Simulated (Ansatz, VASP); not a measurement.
**Re in VASP and in Ansatz**

File INCAR:

```
PREC = Accurate
ENCUT = 520
EDIFF = 1E-6
ISMEAR = -1
SIGMA = 0.1
LREAL = F
LASPH = T
NELM = 100
ALGO = Normal
ISIF = 2
LWAVE = F
LCHARG = T
GGA = PE
LELF = T
LVHAR = T
NBANDS = 10
```

KPOINTS

```
regular mesh
0
Gamma
  10 10 10
```

Contents of POSCAR:

```
Re
1.0
    0.0000000000      1.9243364709      1.9243364709
    1.9243364709      0.0000000000      1.9243364709
    1.9243364709      1.9243364709      0.0000000000
Re
1
Direct
    0.0000000000      0.0000000000      0.0000000000
```

Input for Ansatz:

```yaml
crystal:
  lattice:
    - [0.0, 1.9243364708699746, 1.9243364708699746]
    - [1.9243364708699746, 0.0, 1.9243364708699746]
    - [1.9243364708699746, 1.9243364708699746, 0.0]
  atoms:
    - { symbol: Re, position: [0.0, 0.0, 0.0] }
basis:
  ecutwfc: 500.0
kpoints:
  mp_grid:
    grid: [10, 10, 10]
hamiltonian:
  xc: pbe
scf:
  occupations:
    method: fermi_dirac
output:
  stress: true
```

This isn't the form of Re at room conditions, which is hcp.

Alike in both runs: task single point; functional PBE; k mesh 10 × 10 × 10; no spin polarisation.

```csv
,VASP,Ansatz
version,VASP 6.6.1,Ansatz 0.2.0
potentials or method,"VASP PAW PBE potentials, release 64 (Re)","plane waves, PAW"
plane-wave cutoff (eV),520,500
occupations,"fermi-dirac, width 0.1 eV",fermi-dirac
valence electrons in the cell,7,15
```

VASP gave:

| Quantity | Value |
| --- | --- |
| pressure (GPa) | 20.7 |

**Question.** What did Ansatz give for the same quantities?

**Answer.** Pressure (GPa): 20.9.

The two sets of potentials don't hold the same shells in valence.

Caveats: so large a pressure means that the cell lies far from this level's equilibrium, or that cutoff or potentials fall short (VASP). The runs have no spin-orbit coupling, so splittings on Re are missing.
